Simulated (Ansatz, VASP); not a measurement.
# One calculation of CdSe, two programs

```
CELL_PARAMETERS angstrom
3.55521 0.00000 0.00000
0.00000 3.55521 0.00000
0.00000 0.00000 3.55521
ATOMIC_POSITIONS crystal
Cd 0.00000 0.00000 0.00000
Se 0.50000 0.50000 0.50000
```

Change from the starting cell: species swapped into the CsI type (Pm-3m, No. 221).

Alike in both runs: functional PBE; k mesh 6 × 6 × 6; occupations gaussian, width 0.1 eV; no spin polarisation.

Ansatz relaxed the structure, and its values are those at the end. VASP's run is a single point on that final structure, the one shown.

|  | VASP | Ansatz |
| --- | --- | --- |
| version | VASP 6.6.1 | Ansatz 0.2.0 |
| potentials or method | VASP PAW PBE potentials, release 64 (Cd, Se) | scalar-relativistic, plane waves, PAW |
| plane-wave cutoff (eV) | 520 | 420 |
| valence electrons in the cell | 18 | 36 |

```csv
,VASP,Ansatz,Ansatz less VASP
gap on the k mesh at the Fermi level (eV),none,none,-
pressure (GPa),0.3,0.0,-0.27
```

A gap of «none» marks a metal or a gap that the smearing closes. The two sets of potentials don't hold the same shells in valence.
